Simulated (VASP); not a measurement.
# Si (I4_1/amd) in VASP: further runs

One crystal, Si, is run at these levels: PBE; tasks: single point.

Everything below comes from runs of VASP 6.6.1. Logs are shortened: lines on timing, memory, paths and dates and some standing lists are left out, and cuts for length are marked.

### Step 1. The crystal as given

It takes space group I4_1/amd (No. 141, tetragonal). Conventional cell: a = 4.743 Å, b = 4.743 Å, c = 2.659 Å, α = 90.00°, β = 90.00°, γ = 90.00°. Around Si (site symmetry -4m2) lie 6 Si at 2.46 to 2.66 Å.

This isn't the form of Si at room conditions, which is diamond.

### Step 2. Single point, PBE

INCAR reads:

```
SYSTEM = Si
ADDGRID  = .False.      
ALGO     = Normal         ! electronic algorithm
EDIFF    = 1E-6           ! SCF threshold, eV
ENCUT    = 550            ! plane-wave cutoff, eV
GGA      = PE             ! functional
ISIF     = 2              ! what is computed and relaxed
ISMEAR   = 0              ! smearing method
LASPH    = .True.         ! aspherical terms in the spheres
LCHARG   = .False.        ! write CHGCAR
LREAL    = .False.        ! projectors in reciprocal space
LWAVE    = .False.        ! write WAVECAR
NELM     = 100            ! most SCF steps
PREC     = Low            ! precision mode
SIGMA    = 0.05           ! smearing width, eV
```

KPOINTS reads:

```
k-points
0
Gamma
  7 7 7
  0 0 0
```

POSCAR reads:

```
Si
1.0
   -2.3713723045      2.3713723045      1.3292653899
    2.3713723045     -2.3713723045      1.3292653899
    2.3713723045      2.3713723045     -1.3292653899
Si
2
Direct
    0.5000000000      0.5000000000      0.0000000000
    0.2500000000      0.7500000000      0.5000000000
```

Potentials or basis: VASP PAW PBE potentials, release 64 (Si).

Launch:

```console
$ cat potpaw_PBE.64/Si/POTCAR > POTCAR
$ mpirun -np 1 vasp_std > vasp.out
```

OUTCAR:

```text
SYSTEM = Si
   EDIFF = 1E-6
   ENCUT = 550
   GGA = PE
   ISIF = 2
   ISMEAR = 0
   LASPH = .True.
   LREAL = .False.
   NELM = 100
   PREC = Low

 Found     40 irreducible k-points:

 Following reciprocal coordinates:
            Coordinates               Weight
  0.000000  0.000000  0.000000      1.000000
  0.142857  0.000000 -0.000000      8.000000
  0.285714  0.000000  0.000000      8.000000
  0.428571  0.000000  0.000000      8.000000
  0.142857  0.142857 -0.000000      8.000000
  0.285714  0.142857 -0.000000     16.000000
   k-points           NKPTS =     40   k-points in BZ     NKDIM =     40   number of bands    NBANDS=      8
   number of dos      NEDOS =    301   number of ions     NIONS =      2
   total plane-waves  NPLWV =  13824
   dimension x,y,z NGX =    24 NGY =   24 NGZ =   24
   dimension x,y,z NGXF=    24 NGYF=   24 NGZF=   24
   ions per type =               2
   NGX,Y,Z   is equivalent  to a cutoff of  11.06, 11.06, 11.06 a.u.
   NGXF,Y,Z  is equivalent  to a cutoff of  11.06, 11.06, 11.06 a.u.
 SYSTEM =  Si
   PREC   = low       normal or accurate (medium, high low for compatibility)
   ISTART =      0    job   : 0-new  1-cont  2-samecut
   ICHARG =      2    charge: 1-file 2-atom 10-const
   ISPIN  =      1    spin polarized calculation?
   LNONCOLLINEAR =      F non collinear calculations
   LSORBIT =      F    spin-orbit coupling
   LASPH  =      T    aspherical Exc in radial PAW
   ENCUT  =  550.0 eV  40.42 Ry    6.36 a.u.   6.90  6.90  6.90*2*pi/ulx,y,z
   NELM   =    100;   NELMIN=  2; NELMDL= -5     # of ELM steps
   EDIFF  = 0.1E-05   stopping-criterion for ELM
[... 18 lines left out ...]
     AMIX     =   0.40;   BMIX     =  1.00
     AMIX_MAG =   1.60;   BMIX_MAG =  1.00
  volume/ion in A,a.u.               =      14.95       100.89
  Fermi-wavevector in a.u.,A,eV,Ry     =   1.054908  1.993486 15.140973  1.112830
  Thomas-Fermi vector in A             =   2.190086
   LORBIT       =      0    0 simple, 1 ext, 2 COOP (PROOUT), +10 PAW based schemes
   GGA     = PE    functional components
[... 5 lines left out ...]
 non-spin polarized calculation
 Gauss-broadening in eV      SIGMA  =   0.05
  energy-cutoff  :      550.00
  volume of cell :       29.90
 maximum number of plane-waves:       887
   NGX = 13   NGY = 13   NGZ = 13

 number of electron       7.9999959 magnetization

 Free energy of the ion-electron system (eV)
  ---------------------------------------------------
  ext. energy  EPLUGINS =         0.00000000
  ---------------------------------------------------
  free energy    TOTEN  =       -10.29567407 eV

  energy without entropy =      -10.29514881  energy(sigma->0) =      -10.29541144

 E-fermi :   9.4197     XC(G=0): -10.9836

 val. band max:        9.2826520348   @ k =   0.4286   0.4286  -0.0000
 cond. band min:       9.4435046219   @ k =   0.1429   0.0000  -0.0000
 fundamental gap:      0.1608525871
 Fermi energy:         9.4196531241

 k-point     1 :       0.0000    0.0000    0.0000
  band No.  band energies     occupation
      1      -4.5097      2.00000
      2       6.9511      2.00000
      3       6.9511      2.00000
      4       7.6536      2.00000
      5      10.9528      0.00000
      6      16.9174      0.00000
      7      18.5346      0.00000
      8      18.5445      0.00000

 k-point     2 :       0.1429    0.0000   -0.0000
  band No.  band energies     occupation
      1      -3.9639      2.00000
      2       6.0458      2.00000
      3       6.7555      2.00000
      4       9.4435      0.49992
      5      12.1255      0.00000
      6      14.1845      0.00000
      7      14.7748      0.00000
      8      17.0858      0.00000

 k-point     3 :       0.2857    0.0000    0.0000
  band No.  band energies     occupation
      1      -2.3390      2.00000
      2       5.8064      2.00000
      3       6.7987      2.00000
      4       8.6709      2.00000
      5      11.2984      0.00000
      6      12.9779      0.00000
      7      13.1434      0.00000
      8      15.1399      0.00000

 k-point     4 :       0.4286    0.0000    0.0000
  band No.  band energies     occupation
      1       0.3081      2.00000
      2       4.0305      2.00000
      3       6.8014      2.00000
      4       7.3783      2.00000
      5       8.6600      2.00000
      6      10.8637      0.00000
      7      14.1176      0.00000
      8      14.9355      0.00000

 k-point     5 :       0.1429    0.1429   -0.0000
  band No.  band energies     occupation
      1      -2.5965      2.00000
      2       5.9957      2.00000
      3       8.2339      2.00000
      4       9.5510      0.00020
      5      10.5898      0.00000
      6      11.2829      0.00000
      7      13.6868      0.00000
      8      14.2467      0.00000

 k-point     6 :       0.2857    0.1429   -0.0000
  band No.  band energies     occupation
      1      -0.1879      2.00000
      2       5.1973      2.00000
      3       6.5372      2.00000
      4       7.0265      2.00000
      5       9.6256      0.00000
      6      11.6626      0.00000
      7      12.6308      0.00000
      8      14.4098      0.00000

 [... further k-points ...]
[... 5 lines left out ...]
  --------------------------------------------------------------------------------------
  -------------------------------------------------------------------------------------
  Total        0.9664193      0.9664193     -0.1384914      0.0000000     -0.0000000      0.0000000
  in kB       51.7851212     51.7851212     -7.4209971      0.0000000     -0.0000000      0.0000000
  external PRESSURE =      32.0497484 kB  Pullay stress =       0.0000000 kB

 VOLUME and BASIS-vectors are now :
 -----------------------------------------------------------------------------
  energy-cutoff  :      550.00
  volume of cell :       29.90
      direct lattice vectors                 reciprocal lattice vectors
    -2.371372304  2.371372304  1.329265390     0.000000000  0.210848376  0.376147610
     2.371372304 -2.371372304  1.329265390     0.210848376  0.000000000  0.376147610
     2.371372304  2.371372304 -1.329265390     0.210848376  0.210848376  0.000000000

 POSITION                                       TOTAL-FORCE (eV/Angst)
 -----------------------------------------------------------------------------------
      0.00000      0.00000      1.32927        -0.000000     -0.000000      0.000000
      2.37137     -0.00000      0.66463         0.000000      0.000000     -0.000000
 -----------------------------------------------------------------------------------
    total drift:                                0.000000     -0.000000      0.000000

  FREE ENERGIE OF THE ION-ELECTRON SYSTEM (eV)
  ---------------------------------------------------
  free  energy   TOTEN  =       -10.2956740655 eV

  energy  without entropy=      -10.2951488071  energy(sigma->0) =      -10.29541144
```

It took 3.8 s on 1 thread of Intel Xeon Platinum 8488C (Sapphire Rapids), shared host; peak memory 0.11 GiB.

These settings aren't checked as converged: the numbers below hold their error.

Results:

| Quantity | Value |
| --- | --- |
| Free energy | -10.2957 eV |
| Pressure | 3.2 GPa |
| Band gap on the k mesh | none (metal or under the smearing width) |

Caveat: the k mesh is coarse (spacing up to 0.39 Å⁻¹), so the values aren't converged.

### Step 3. Single point, PBE

INCAR, as its differences from that of step 2:

```diff
@@ -13,3 +13,3 @@
 NELM     = 100            ! most SCF steps
-PREC     = Low            ! precision mode
+PREC     = Normal         ! precision mode
 SIGMA    = 0.05           ! smearing width, eV
```

KPOINTS is that of step 2.

POSCAR is that of step 2.

Potentials or basis: VASP PAW PBE potentials, release 64 (Si).

Launch:

```console
$ cat potpaw_PBE.64/Si/POTCAR > POTCAR
$ mpirun -np 1 vasp_std > vasp.out
```

Wall time 4 s (1 thread of Intel Xeon Platinum 8488C (Sapphire Rapids), shared host); peak memory 0.13 GiB.

The run converged, but some of its settings lie outside the range that counts as converged, so its numbers aren't taken as properties of the crystal.

What came out:

| Item | Value |
| --- | --- |
| Free energy | -10.2957 eV |
| Pressure | 3.2 GPa |
| Band gap on the k mesh | none (metal or under the smearing width) |

Caveat: the k mesh is coarse (spacing up to 0.39 Å⁻¹), so the values aren't converged.

### Step 4. Single point, PBE

INCAR, as its differences from that of step 3:

```diff
@@ -10,6 +10,6 @@
 LCHARG   = .False.        ! write CHGCAR
-LREAL    = .False.        ! projectors in reciprocal space
+LREAL    = Auto         
 LWAVE    = .False.        ! write WAVECAR
 NELM     = 100            ! most SCF steps
-PREC     = Normal         ! precision mode
+PREC     = Accurate       ! precision mode
 SIGMA    = 0.05           ! smearing width, eV
```

KPOINTS is that of step 3.

POSCAR is that of step 3.

Launch:

```console
$ cat potpaw_PBE.64/Si/POTCAR > POTCAR
$ mpirun -np 1 vasp_std > vasp.out
```

Run time: 9 s. Hardware: 1 thread of Intel Xeon Platinum 8488C (Sapphire Rapids), shared host; peak memory 0.15 GiB.

The run converged, but some of its settings lie outside the range that counts as converged, so its numbers aren't taken as properties of the crystal.

Results:

```
Free energy            : -10.2964 eV
Pressure               : 3.2 GPa
Band gap on the k mesh : none (metal or under the smearing width)
```

Caveat: the k mesh is coarse (spacing up to 0.39 Å⁻¹), so the values aren't converged.

### Step 5. Single point, PBE

INCAR, as its differences from that of step 4:

```diff
@@ -3,3 +3,3 @@
 ALGO     = Normal         ! electronic algorithm
-EDIFF    = 1E-6           ! SCF threshold, eV
+EDIFF    = 1E-4           ! SCF threshold, eV
 ENCUT    = 550            ! plane-wave cutoff, eV
@@ -10,3 +10,3 @@
 LCHARG   = .False.        ! write CHGCAR
-LREAL    = Auto         
+LREAL    = .False.        ! projectors in reciprocal space
 LWAVE    = .False.        ! write WAVECAR
```

KPOINTS is that of step 4.

POSCAR is that of step 4.

Launch:

```console
$ cat potpaw_PBE.64/Si/POTCAR > POTCAR
$ mpirun -np 1 vasp_std > vasp.out
```

Wall time 5.5 s (1 thread of Intel Xeon Platinum 8488C (Sapphire Rapids), shared host); peak memory 0.15 GiB.

These settings aren't checked as converged: the numbers below hold their error.

Results:

```yaml
Free_energy: -10.2957 eV
Pressure: 3.2 GPa
Band_gap_on_the_k_mesh: none (metal or under the smearing width)
```

Caveat: the k mesh is coarse (spacing up to 0.39 Å⁻¹), so the values aren't converged.

### Step 6. Single point, PBE

INCAR, as its differences from that of step 5:

```diff
@@ -3,4 +3,4 @@
 ALGO     = Normal         ! electronic algorithm
-EDIFF    = 1E-4           ! SCF threshold, eV
-ENCUT    = 550            ! plane-wave cutoff, eV
+EDIFF    = 1E-6           ! SCF threshold, eV
+ENCUT    = 450            ! plane-wave cutoff, eV
 GGA      = PE             ! functional
```

KPOINTS reads:

```
k-points
0
Gamma
  8 8 8
  0 0 0
```

POSCAR is that of step 5.

Potentials or basis: VASP PAW PBE potentials, release 64 (Si).

Launch:

```console
$ cat potpaw_PBE.64/Si/POTCAR > POTCAR
$ mpirun -np 1 vasp_std > vasp.out
```

It took 7.8 s on 1 thread of Intel Xeon Platinum 8488C (Sapphire Rapids), shared host; peak memory 0.15 GiB.

The run converged, but some of its settings lie outside the range that counts as converged, so its numbers aren't taken as properties of the crystal.

Results:

```
Free energy            : -10.2504 eV
Pressure               : 3.3 GPa
Band gap on the k mesh : none (metal or under the smearing width)
```

### Step 7. The reference run

An earlier run on the cell as given: functional PBE; potentials or basis VASP PAW PBE potentials, release 64 (Si); cutoff 520 eV; k mesh 11 × 11 × 11; occupations fermi-dirac, width 0.05 eV; no spin polarisation.

* Pressure: 3.1 GPa
* Band gap on the k mesh: none (metal or under the smearing width)
